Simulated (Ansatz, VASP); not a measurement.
## Rb in VASP and in Ansatz

```
CELL_PARAMETERS angstrom
-2.83938 2.83938 2.83938
2.83938 -2.83938 2.83938
2.83938 2.83938 -2.83938
ATOMIC_POSITIONS crystal
Rb 0.00000 0.00000 0.00000
```

Alike in both runs: task single point; functional PBEsol; k mesh 7 × 7 × 7; occupations fermi-dirac, width 0.05 eV; no spin polarisation.

|  | VASP | Ansatz |
| --- | --- | --- |
| version | VASP 6.6.1 | Ansatz 0.2.0 |
| potentials or method | VASP PAW PBE potentials, release 64 (Rb_sv) | Ansatz PAW |
| plane-wave cutoff (eV) | 520 | 420 |
| valence electrons in the cell | 9 | 9 |

```csv
,VASP,Ansatz,Ansatz less VASP
gap on the k mesh at the Fermi level (eV),none,none,-
pressure (GPa),-0.2,-0.2,0.00
```

A gap of «none» marks a metal or a gap that the smearing closes.

Caveats: the PAW data sets were made with another functional, which shifts forces and pressure a little (VASP); the PAW data sets come from PBE, with cores solved anew for the run's functional, which leaves a small shift of forces and pressure (Ansatz).
